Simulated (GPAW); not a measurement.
The system is PbS (Galena).

```
CELL_PARAMETERS angstrom
0.00000 2.96575 2.96575
2.96575 0.00000 2.96575
2.96575 2.96575 0.00000
ATOMIC_POSITIONS crystal
Pb 0.00000 0.00000 0.00000
S 0.50000 0.50000 0.50000
```

Base run:

```yaml
Program: GPAW 26.7.0
Functional: SOGGA
Potentials_or_basis: PAW data sets generated in the run's folder for this functional
Cutoff: 600 eV
Basis: pw
k_mesh: 6 × 6 × 6
Occupations: fermi-dirac, width 0.05 eV
Spin: spin-orbit coupling, no magnetisation
```

Its results: band gap on the k mesh 0.37 eV, direct; pressure -1.3 GPa.

**Question.** The run is repeated on the same cell with these changes: functional from SOGGA to PBEint; spin axis theta (degrees) from 90 to 0. What comes out?

**Answer.** Band gap on the k mesh 0.33 eV, direct; pressure -0.3 GPa.

Caveats: spin-orbit coupling was added after a scalar SCF, so levels and gaps hold it while energy, forces, pressure and moments don't; this program's spin-orbit splittings come out too wide for heavy elements.

A k mesh can miss the band edges.

Not every run made on this cell is shown here.
